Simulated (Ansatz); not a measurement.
Geometry optimisation in Ansatz: input, command and trajectory.

```yaml
crystal:
  lattice:
    - [-3.1488200667, 3.2857510567, 3.2857510567]
    - [3.1488200667, -3.2857510567, 3.2857510567]
    - [3.1488200667, 3.2857510567, -3.2857510567]
  atoms:
    - { symbol: Sn, position: [1.0, 0.25, 0.75] }
    - { symbol: Sn, position: [0.0, 0.75, 0.25] }
    - { symbol: Sn, position: [0.5, 0.5, 0.5] }
    - { symbol: Sn, position: [0.5, 0.0, 0.0] }
    - { symbol: O, position: [0.1946247933, 0.1946247933, 0.5] }
    - { symbol: O, position: [0.6946247933, 0.75, 0.9446247933] }
    - { symbol: O, position: [0.1946247933, 0.6946247933, 1.0] }
    - { symbol: O, position: [0.3053752067, 0.75, 0.5553752067] }
    - { symbol: O, position: [0.6946247933, 0.25, 0.4446247933] }
    - { symbol: O, position: [0.3053752067, 0.25, 0.0553752067] }
    - { symbol: O, position: [0.8053752067, 0.3053752067, 0.0] }
    - { symbol: O, position: [0.8053752067, 0.8053752067, 0.5] }
basis:
  ecutwfc: 500
kpoints:
  mp_grid: { grid: [6, 6, 6] }
hamiltonian:
  xc: r2scan
scf:
  occupations: { method: gaussian, width: 0.02 }
output:
  forces: true
  stress: true
  eigenvalues: true
relax:
  adjacent_minimum: "off"
  f_tol: 0.008
  max_steps: 50
  cell: { stress_tol: 0.08, p_target: 15.0 }
```

```bash
ansatz run input.yaml --threads 2 --pin off --max-ram 5120MiB --backend cpu --events-out ev --progress --plain --runs-dir out
```

Method: DFT r2SCAN, scalar-relativistic, plane waves, PAW in Ansatz 0.2.0.

Of 6 frames 5 are shown, positions in Å and forces in eV/Å; the SCF threshold varies from step to step. Steps run on the plane waves of an earlier cell, with a Pulay correction in the pressure. The basis is chosen afresh for the last frame, the zero of the energies, and at times for earlier ones too; energy and pressure step there, also at an unchanged geometry. The relaxation lowers the enthalpy F + PV at the target pressure, so the free energy itself can rise.

```xyz
12
Lattice="-3.1488 3.2858 3.2858 3.1488 -3.2858 3.2858 3.1488 3.2858 -3.2858" Properties=species:S:1:pos:R:3:forces:R:3 pbc="T T T" step=1 free_energy_over_end_meV_per_atom=1.92 pressure_GPa=15.74
Sn    0.0000    4.9286    1.6429    0.0000    0.0000    0.0000
Sn    3.1488   -1.6429    1.6429    0.0000    0.0000    0.0000
Sn    1.5744    1.6429    1.6429    0.0000    0.0000    0.0000
Sn   -1.5744    1.6429    1.6429    0.0000    0.0000    0.0000
O     1.5744    1.6429   -0.3639    0.0000    0.0000    0.0943
O     3.1488    2.9219    1.6429    0.0000    0.0943    0.0000
O     4.7232    1.6429   -0.3639    0.0000    0.0000    0.0943
O     3.1488    0.3639    1.6429    0.0000   -0.0943    0.0000
O     0.0000    2.9219    1.6429    0.0000    0.0943    0.0000
O     0.0000    0.3639    1.6429    0.0000   -0.0943    0.0000
O    -1.5744    1.6429    3.6496    0.0000    0.0000   -0.0943
O     1.5744    1.6429    3.6496    0.0000    0.0000   -0.0943
12
Lattice="-3.1614 3.2826 3.2826 3.1614 -3.2826 3.2826 3.1614 3.2826 -3.2826" Properties=species:S:1:pos:R:3:forces:R:3 pbc="T T T" step=2 free_energy_over_end_meV_per_atom=-0.58 pressure_GPa=14.94
Sn    0.0000    4.9240    1.6413    0.0000    0.0000    0.0000
Sn    3.1614   -1.6413    1.6413    0.0000    0.0000    0.0000
Sn    1.5807    1.6413    1.6413    0.0000    0.0000    0.0000
Sn   -1.5807    1.6413    1.6413    0.0000    0.0000    0.0000
O     1.5807    1.6413   -0.3640    0.0000    0.0000    0.0672
O     3.1614    2.9186    1.6413    0.0000    0.0672    0.0000
O     4.7421    1.6413   -0.3640    0.0000    0.0000    0.0672
O     3.1614    0.3640    1.6413    0.0000   -0.0672    0.0000
O     0.0000    2.9186    1.6413    0.0000    0.0672    0.0000
O     0.0000    0.3640    1.6413    0.0000   -0.0672    0.0000
O    -1.5807    1.6413    3.6467    0.0000    0.0000   -0.0672
O     1.5807    1.6413    3.6467    0.0000    0.0000   -0.0672
12
Lattice="-3.1623 3.2817 3.2817 3.1623 -3.2817 3.2817 3.1623 3.2817 -3.2817" Properties=species:S:1:pos:R:3:forces:R:3 pbc="T T T" step=3 free_energy_over_end_meV_per_atom=-0.34 pressure_GPa=14.94
Sn    0.0000    4.9226    1.6409    0.0000    0.0000    0.0000
Sn    3.1623   -1.6409    1.6409    0.0000    0.0000    0.0000
Sn    1.5812    1.6409    1.6409    0.0000    0.0000    0.0000
Sn   -1.5812    1.6409    1.6409    0.0000    0.0000    0.0000
O     1.5812    1.6409   -0.3618    0.0000    0.0000    0.0041
O     3.1623    2.9199    1.6409    0.0000    0.0041    0.0000
O     4.7435    1.6409   -0.3618    0.0000    0.0000    0.0041
O     3.1623    0.3618    1.6409    0.0000   -0.0041    0.0000
O     0.0000    2.9199    1.6409    0.0000    0.0041    0.0000
O     0.0000    0.3618    1.6409    0.0000   -0.0041    0.0000
O    -1.5812    1.6409    3.6436    0.0000    0.0000   -0.0041
O     1.5812    1.6409    3.6436    0.0000    0.0000   -0.0041
12
Lattice="-3.1623 3.2817 3.2817 3.1623 -3.2817 3.2817 3.1623 3.2817 -3.2817" Properties=species:S:1:pos:R:3:forces:R:3 pbc="T T T" step=4 free_energy_over_end_meV_per_atom=-0.36 pressure_GPa=14.94
Sn    0.0000    4.9226    1.6409    0.0000    0.0000    0.0000
Sn    3.1623   -1.6409    1.6409    0.0000    0.0000    0.0000
Sn    1.5812    1.6409    1.6409    0.0000    0.0000    0.0000
Sn   -1.5812    1.6409    1.6409    0.0000    0.0000    0.0000
O     1.5812    1.6409   -0.3618    0.0000    0.0000    0.0040
O     3.1623    2.9199    1.6409    0.0000    0.0040    0.0000
O     4.7435    1.6409   -0.3618    0.0000    0.0000    0.0040
O     3.1623    0.3618    1.6409    0.0000   -0.0040    0.0000
O     0.0000    2.9199    1.6409    0.0000    0.0040    0.0000
O     0.0000    0.3618    1.6409    0.0000   -0.0040    0.0000
O    -1.5812    1.6409    3.6436    0.0000    0.0000   -0.0040
O     1.5812    1.6409    3.6436    0.0000    0.0000   -0.0040
12
Lattice="-3.1626 3.2810 3.2810 3.1626 -3.2810 3.2810 3.1626 3.2810 -3.2810" Properties=species:S:1:pos:R:3:forces:R:3 pbc="T T T" step=6 free_energy_over_end_meV_per_atom=0.00 pressure_GPa=15.02
Sn    0.0000    4.9215    1.6405    0.0000    0.0000    0.0000
Sn    3.1626   -1.6405    1.6405    0.0000    0.0000    0.0000
Sn    1.5813    1.6405    1.6405    0.0000    0.0000    0.0000
Sn   -1.5813    1.6405    1.6405    0.0000    0.0000    0.0000
O     1.5813    1.6405   -0.3617    0.0000    0.0000    0.0004
O     3.1626    2.9193    1.6405    0.0000    0.0004    0.0000
O     4.7439    1.6405   -0.3617    0.0000    0.0000    0.0004
O     3.1626    0.3617    1.6405    0.0000   -0.0004    0.0000
O     0.0000    2.9193    1.6405    0.0000    0.0004    0.0000
O     0.0000    0.3617    1.6405    0.0000   -0.0004    0.0000
O    -1.5813    1.6405    3.6427    0.0000    0.0000   -0.0004
O     1.5813    1.6405    3.6427    0.0000    0.0000   -0.0004
```

It took 37 s on 2 threads of AMD EPYC 9R45 96-Core Processor (Zen 5), on a shared host, peak memory 1 GiB.